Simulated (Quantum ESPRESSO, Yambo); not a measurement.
An input for Yambo 5.3.0 (CdTe (F-43m)):

```
HF_and_locXC
gw0
dyson
cohsex
em1s
rim_cut
RandQpts= 1000000
RandGvec= 1 RL
EXXRLvcs= 94 Ry
VXCRLvcs= 376 Ry
Chimod= "HARTREE"
% BndsRnXs
 1 | 137 |
%
NGsBlkXs= 11.5 Ry
% LongDrXs
 1 | 1 | 1 |
%
% GbndRnge
 1 | 137 |
%
DysSolver= "n"
ExtendOut
% QPkrange
 1 | 1 | 21 | 24 |
%
```

```sh
OMP_NUM_THREADS=1 mpirun -n 4 yambo -F gw4.in -J gw4 -C gw4 > gw4.log
```

The stored states that it reads are on a 4×4×4 mesh. It takes space group F-43m (No. 216, cubic). The conventional cell has a = 6.480 Å, b = 6.480 Å, c = 6.480 Å, α = 90.00°, β = 90.00°, γ = 90.00°. Cd has 4 Te at 2.81 Å nearest. Nearest to Te lie 4 Cd at 2.81 Å. Farther neighbours and most contacts between anions are not listed.

Q: How long will it take on 4 MPI ranks of Arm Neoverse V1, shared host, and how much memory?

It took 3.4 min; on shared hardware allow 1.7 min to 6.7 min. Peak host memory was 2.3 GiB.

The screening grows as filled bands × empty bands × pairs of k points, times the square of the screening basis for the matrix.

[Paths, hosts, dates, memory and timing lines, banners, echoed tables and standing remarks are left out of the program output.]

[Logs are printed without paths, hosts, clocks, repeated set-up lines and the standing remarks that a program may print on its own settings, such as how far it seeks lower states.]

[Runs of the session that timed out or met a known fault of the program may be left out.]

[Hosts, paths, dates, database ids (printed as entryN), source tags and the programs' standing remarks are cut or masked in the printed files.]
